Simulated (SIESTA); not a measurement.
The system is C.

```
C
1.0
     2.52210    0.00000    0.00000
    -1.26105    2.18420    0.00000
     0.00000    0.00000    8.23710
C
8
Direct
  0.66667 0.33333 0.84375
  0.33333 0.66667 0.34375
  0.66667 0.33333 0.65625
  0.33333 0.66667 0.15625
  0.00000 0.00000 0.90625
  0.00000 0.00000 0.40625
  0.00000 0.00000 0.59375
  0.00000 0.00000 0.09375
```

This is a hexagonal form of diamond, not graphite.

Base run:

* Program: SIESTA 5.4.2
* Functional: PBE
* Potentials or basis: PseudoDojo 0.4 standard (PBE files)
* Basis: DZP (energy shift 0.003 Ry)
* Grid cutoff: 500 Ry
* Energy shift: 0.003 Ry
* k mesh: 12 × 12 × 4
* Occupations: fermi-dirac, width 0.05 eV
* Spin: no spin polarisation

Its results: band gap on the k mesh 4.56 eV, indirect (least direct gap 5.28 eV); pressure 10.8 GPa; largest force 0.331 eV/Å.

Q: The run is repeated on the same cell with these changes: basis from DZP (energy shift 0.003 Ry) to TZP (energy shift 0.003 Ry). What comes out?

A: Band gap on the k mesh 4.54 eV, indirect (least direct gap 5.24 eV); pressure 6.5 GPa; largest force 0.330 eV/Å.

Caveats: the basis of atomic orbitals isn't converged, which shifts pressures, moduli and gaps.
